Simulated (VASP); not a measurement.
# SrTiO3 (Pm-3m) in VASP: settings compared, part 2 of 2

VASP 6.6.1.

### Step 3. Relaxation of cell and atoms, rev-vdW-DF2

This run uses another cell than the first one, of 11.91 Å³/atom, 0.994 times its volume.

Contents of INCAR:

```
SYSTEM = SrTiO3
PREC     = Accurate       ! precision mode
ENCUT    = 600            ! plane-wave cutoff, eV
EDIFF    = 1E-6           ! SCF threshold, eV
ISMEAR   = 0              ! smearing method
SIGMA    = 0.03           ! smearing width, eV
LREAL    = .False.        ! projectors in reciprocal space
LASPH    = .True.         ! aspherical terms in the spheres
NELM     = 80             ! most SCF steps
ALGO     = Normal         ! electronic algorithm
ISIF     = 3              ! what is computed and relaxed
LWAVE    = .False.        ! write WAVECAR
LCHARG   = .False.        ! write CHGCAR
GGA      = MK             ! functional
LUSE_VDW = .True.       
AGGAC    = 0.0          
PARAM1   = 0.1234       
PARAM2   = 0.711357     
ZAB_VDW  = -1.8867      
IBRION   = 2              ! ionic algorithm
NSW      = 90             ! ionic steps
EDIFFG   = -0.01          ! ionic threshold
```

Contents of KPOINTS:

```
regular mesh
0
Gamma
  8 8 8
  0 0 0
```

Contents of POSCAR:

```
SrTiO3
1.0
    3.9052800000      0.0000000000      0.0000000000
    0.0000000000      3.9052800000      0.0000000000
    0.0000000000      0.0000000000      3.9052800000
Sr Ti O
1 1 3
Direct
    0.5000000000      0.5000000000      0.5000000000
    0.0000000000      0.0000000000      0.0000000000
    0.5000000000      0.0000000000      0.0000000000
    0.0000000000      0.5000000000      0.0000000000
    0.0000000000      0.0000000000      0.5000000000
```

Potentials or basis: VASP PAW PBE potentials, release 64 (Sr_sv, Ti_sv, O).

Launch:

```console
$ cat potpaw_PBE.64/Sr_sv/POTCAR potpaw_PBE.64/Ti_sv/POTCAR potpaw_PBE.64/O/POTCAR > POTCAR
$ mpirun -np 1 vasp_std > vasp.out
```

OUTCAR:

```text
SYSTEM = SrTiO3
   PREC = Accurate
   ENCUT = 600
   EDIFF = 1E-6
   ISMEAR = 0
   LREAL = .False.
   LASPH = .True.
   NELM = 80
   ISIF = 3
   GGA = MK
   IBRION = 2
   NSW = 90
   EDIFFG = -0.01

 ion  position               nearest neighbor table
   1  0.500  0.500  0.500-   3 2.76   4 2.76   5 2.76   3 2.76   4 2.76   3 2.76   5 2.76   3 2.76
                             4 2.76   5 2.76   4 2.76   5 2.76   2 3.38   2 3.38   2 3.38   2 3.38
   2  0.000  0.000  0.000-   3 1.95   4 1.95   5 1.95   5 1.95   4 1.95   3 1.95   1 3.38   1 3.38
                             1 3.38   1 3.38   1 3.38   1 3.38   1 3.38   1 3.38
   3  0.500  0.000  0.000-   2 1.95   2 1.95   1 2.76   1 2.76   1 2.76   1 2.76
   4  0.000  0.500  0.000-   2 1.95   2 1.95   1 2.76   1 2.76   1 2.76   1 2.76
   5  0.000  0.000  0.500-   2 1.95   2 1.95   1 2.76   1 2.76   1 2.76   1 2.76

  LATTYP: Found a simple cubic cell.
 ALAT       =     3.9052800000

  Lattice vectors:

 A1 = (   3.9052800000,   0.0000000000,   0.0000000000)
 A2 = (   0.0000000000,   3.9052800000,   0.0000000000)
 A3 = (   0.0000000000,   0.0000000000,   3.9052800000)

Analysis of symmetry for initial positions (statically):
=====================================================================
 Subroutine PRICEL returns:
 Original cell was already a primitive cell.
[... 187 lines left out ...]
  --------------------------------------------------------------------------------------
  -------------------------------------------------------------------------------------
  Total        0.5336056      0.5336056      0.5336056      0.0000000     -0.0000000      0.0000000
  in kB       14.3540486     14.3540486     14.3540486      0.0000000     -0.0000000      0.0000000
  external PRESSURE =      14.3540486 kB  Pullay stress =       0.0000000 kB
[... 69 lines left out ...]
--------------------------------------- Ionic step        3  -------------------------------------------

 number of electron      39.9999976 magnetization

 Free energy of the ion-electron system (eV)
  ---------------------------------------------------
  ext. energy  EPLUGINS =         0.00000000
  ---------------------------------------------------
  free energy    TOTEN  =       -32.14160184 eV

  energy without entropy =      -32.14160184  energy(sigma->0) =      -32.14160184

 E-fermi :   4.2664     XC(G=0): -11.3750

 val. band max:        3.9426543555   @ k =   0.5000   0.5000   0.5000
 cond. band min:       5.7657899571   @ k =   0.0000   0.0000   0.0000
 fundamental gap:      1.8231356016
 Fermi energy:         4.2663649763

 k-point     1 :       0.0000    0.0000    0.0000
  band No.  band energies     occupation
      1     -52.3769      2.00000
      2     -28.8075      2.00000
      3     -28.7379      2.00000
      4     -28.7379      2.00000
      5     -28.7379      2.00000
      6     -13.3392      2.00000
[... 637 lines left out ...]
     23       8.0138      0.00000
     24       9.6128      0.00000

 [... further k-points ...]

------------------------ aborting loop because EDIFF is reached ----------------------------------------

  FORCE on cell =-STRESS in cart. coord.  units (eV):
  Direction    XX          YY          ZZ          XY          YZ          ZX
  --------------------------------------------------------------------------------------
  -------------------------------------------------------------------------------------
  Total       -0.0082412     -0.0082412     -0.0082412     -0.0000000     -0.0000000      0.0000000
  in kB       -0.2198626     -0.2198626     -0.2198626     -0.0000000     -0.0000000      0.0000000
  external PRESSURE =      -0.2198626 kB  Pullay stress =       0.0000000 kB
[... 24 lines left out ...]
  energy  without entropy=      -32.1416018400  energy(sigma->0) =      -32.14160184

Total vdW correction in eV:      6.4424176

 reached required accuracy - stopping structural energy minimisation
```

It took 3.6 min on 1 thread of Intel Xeon Platinum 8259CL at 2.50GHz (Skylake/Cascade Lake), shared host; peak memory 0.43 GiB.

Results:

```
Free energy                            : -32.1416 eV
Relaxed volume                         : 12.01 Å³/atom
Relaxed cell                           : a = 3.916 Å, b = 3.916 Å, c = 3.916 Å, α = 90.00°, β = 90.00°, γ = 90.00°
Space group after relaxing (to 0.05 Å) : Pm-3m (No. 221)
Energy gained by relaxing              : 0.5 meV/atom
Ionic steps                            : 3
Pressure after relaxing                : 0.0 GPa
Band gap on the k mesh                 : 1.82 eV, indirect (least direct gap 2.18 eV)
```

The path:
```
step  energy change (eV)  largest force (eV/Å)  pressure (GPa)  volume (Å³)
   1              0.0000                0.0000            1.44        59.56
   2             -0.0005                0.0000           -1.26        60.48
   3             -0.0023                0.0000           -0.02        60.06
```

Final structure:
```xyz
5
Lattice="3.9161 0.0000 0.0000 0.0000 3.9161 0.0000 0.0000 0.0000 3.9161" Properties=species:S:1:pos:R:3 pbc="T T T"
Sr    1.9580    1.9580    1.9580
Ti    0.0000    0.0000    0.0000
O     1.9580    0.0000    0.0000
O     0.0000    1.9580    0.0000
O     0.0000    0.0000    1.9580
```

Levels at points of the mesh, in eV from the valence-band top:
| k point | band 17 | band 18 | band 19 | band 20 | band 21 | band 22 | band 23 | band 24 |
| --- | --- | --- | --- | --- | --- | --- | --- | --- |
| (0.00, 0.00, 0.00) | -1.16 | -0.36 | -0.36 | -0.36 | 1.82 | 1.82 | 1.82 | 4.23 |
| (0.50, 0.00, 0.00) | -2.33 | -1.97 | -0.73 | -0.73 | 1.99 | 3.71 | 3.71 | 4.25 |
| (0.50, 0.50, 0.00) | -1.72 | -1.56 | -1.56 | -0.09 | 3.72 | 3.72 | 4.16 | 5.21 |
| (0.50, 0.50, 0.50) | -3.71 | 0.00 | 0.00 | 0.00 | 4.38 | 4.38 | 4.38 | 6.93 |

Caveat: the PAW data sets were made with another functional, which shifts forces and pressure a little.

### Step 4. Relaxation of cell and atoms, rev-vdW-DF2

This run uses another cell than the first one, of 12.01 Å³/atom, 1.002 times its volume.

Edit INCAR of step 3 so:

```diff
@@ -3,3 +3,3 @@
 ENCUT    = 600            ! plane-wave cutoff, eV
-EDIFF    = 1E-6           ! SCF threshold, eV
+EDIFF    = 1E-7           ! SCF threshold, eV
 ISMEAR   = 0              ! smearing method
@@ -21,2 +21,2 @@
 NSW      = 90             ! ionic steps
-EDIFFG   = -0.01          ! ionic threshold
+EDIFFG   = -0.005         ! ionic threshold
```

KPOINTS is that of step 3.

Contents of POSCAR:

```
SrTiO3                                  
1.0
    3.9160724023     -0.0000000000      0.0000000000
    0.0000000000      3.9160724023     -0.0000000000
   -0.0000000000     -0.0000000000      3.9160724023
  Sr              Ti              O             
     1     1     3
Direct
     0.5000000000000000    0.5000000000000000    0.5000000000000000
     0.0000000000000000    0.0000000000000000    0.0000000000000000
     0.5000000000000000    0.0000000000000000    0.0000000000000000
     0.0000000000000000    0.5000000000000000    0.0000000000000000
     0.0000000000000000    0.0000000000000000    0.5000000000000000
```

Launch:

```console
$ cat potpaw_PBE.64/Sr_sv/POTCAR potpaw_PBE.64/Ti_sv/POTCAR potpaw_PBE.64/O/POTCAR > POTCAR
$ mpirun -np 1 vasp_std > vasp.out
```

Run time: 1.7 min. Hardware: 1 thread of Intel Xeon Platinum 8259CL at 2.50GHz (Skylake/Cascade Lake), shared host; peak memory 0.42 GiB.

It converged, with:

- Free energy: -32.1426 eV
- Pressure after relaxing: 0.0 GPa
- Band gap on the k mesh: 1.82 eV, indirect (least direct gap 2.18 eV)

Final structure:
```
CELL_PARAMETERS angstrom
3.91607 0.00000 0.00000
0.00000 3.91607 0.00000
0.00000 0.00000 3.91607
ATOMIC_POSITIONS crystal
Sr 0.50000 0.50000 0.50000
Ti 0.00000 0.00000 0.00000
O 0.50000 0.00000 0.00000
O 0.00000 0.50000 0.00000
O 0.00000 0.00000 0.50000
```

Levels at points of the mesh, in eV from the valence-band top:
```csv
k point,band 18,band 19,band 20,band 21,band 22,band 23
"(0.00, 0.00, 0.00)",-0.36,-0.36,-0.36,1.82,1.82,1.82
"(0.50, 0.00, 0.00)",-1.97,-0.73,-0.73,1.99,3.71,3.71
"(0.50, 0.50, 0.00)",-1.56,-1.56,-0.09,3.72,3.72,4.16
"(0.50, 0.50, 0.50)",0.00,0.00,0.00,4.38,4.38,4.38
```

Caveat: the relaxation stopped at its first step, so nothing moved; the PAW data sets were made with another functional, which shifts forces and pressure a little. A k mesh can miss the band edges.

### Step 5. Relaxation of cell and atoms, RPBE

This run uses another cell than the first one, of 11.91 Å³/atom, 0.994 times its volume.

Contents of INCAR:

```
SYSTEM = SrTiO3
ALGO = Normal ; EDIFF = 1E-6
EDIFFG = -0.01 ; ENCUT = 600
GGA = RP ; IBRION = 2
ISIF = 3 ; ISMEAR = 0
LASPH = .True. ; LCHARG = .False.
LREAL = .False. ; LWAVE = .False.
NELM = 80 ; NSW = 90
PREC = Accurate ; SIGMA = 0.03
```

Contents of KPOINTS:

```
k-points
0
Gamma
  8 8 8
  0 0 0
```

Contents of POSCAR:

```
SrTiO3
1.0
    3.9052800000      0.0000000000      0.0000000000
    0.0000000000      3.9052800000      0.0000000000
    0.0000000000      0.0000000000      3.9052800000
Sr Ti O
1 1 3
Direct
    0.5000000000      0.5000000000      0.5000000000
    0.0000000000      0.0000000000      0.0000000000
    0.5000000000      0.0000000000      0.0000000000
    0.0000000000      0.5000000000      0.0000000000
    0.0000000000      0.0000000000      0.5000000000
```

Launch:

```console
$ cat potpaw_PBE.64/Sr_sv/POTCAR potpaw_PBE.64/Ti_sv/POTCAR potpaw_PBE.64/O/POTCAR > POTCAR
$ mpirun -np 1 vasp_std > vasp.out
```

Run time: 77 s. Hardware: 1 thread of Intel Xeon Platinum 8488C (Sapphire Rapids), shared host; peak memory 0.22 GiB.

The run converged. Its results:

| Quantity | Value |
| --- | --- |
| Free energy | -38.1178 eV |
| Relaxed volume | 12.57 Å³/atom |
| Relaxed cell | a = 3.976 Å, b = 3.976 Å, c = 3.976 Å, α = 90.00°, β = 90.00°, γ = 90.00° |
| Space group after relaxing (to 0.05 Å) | Pm-3m (No. 221) |
| Energy gained by relaxing | 18.1 meV/atom |
| Ionic steps | 3 |
| Pressure after relaxing | 0.0 GPa |
| Band gap on the k mesh | 1.80 eV, indirect (least direct gap 2.17 eV) |

The path:
```csv
step,energy change (eV),largest force (eV/Å),pressure (GPa),volume (Å³)
1,0.0000,0.0000,9.25,59.56
2,-0.0323,0.0000,-6.25,65.69
3,-0.0904,0.0000,-0.03,62.85
```

Final structure:
```yaml
crystal:
  lattice:
    - [3.97587, 0.00000, 0.00000]
    - [0.00000, 3.97587, 0.00000]
    - [0.00000, 0.00000, 3.97587]
  atoms:
    - { symbol: Sr, position: [0.50000, 0.50000, 0.50000] }
    - { symbol: Ti, position: [0.00000, 0.00000, 0.00000] }
    - { symbol: O, position: [0.50000, 0.00000, 0.00000] }
    - { symbol: O, position: [0.00000, 0.50000, 0.00000] }
    - { symbol: O, position: [0.00000, 0.00000, 0.50000] }
```

Levels at points of the mesh, in eV from the valence-band top:
```csv
k point,band 18,band 19,band 20,band 21,band 22,band 23
"(0.00, 0.00, 0.00)",-0.38,-0.38,-0.38,1.80,1.80,1.80
"(0.50, 0.00, 0.00)",-1.80,-0.72,-0.72,1.94,3.52,3.52
"(0.50, 0.50, 0.00)",-1.50,-1.50,-0.08,3.53,3.53,3.97
"(0.50, 0.50, 0.50)",0.00,0.00,0.00,4.14,4.14,4.14
```

Caveat: the PAW data sets were made with another functional, which shifts forces and pressure a little.

### Step 6. Overview

```tsv
level	gap on the mesh (eV)	pressure (GPa)
PBE+D3(BJ)	1.85	0.0
rev-vdW-DF2	1.82	0.0
RPBE	1.80	0.0
```

Alike in all rows: task relaxation of cell and atoms; potentials or basis VASP PAW PBE potentials, release 64 (Sr_sv, Ti_sv, O); no spin polarisation; cell relaxed; k mesh 8 × 8 × 8; cutoff (eV) 600; smearing gaussian 0.03 eV.

Caveats: the relaxation stopped at its first step, so nothing moved (some runs); the PAW data sets were made with another functional, which shifts forces and pressure a little (some runs).

Absolute energies hang on the potentials; compare differences alone.
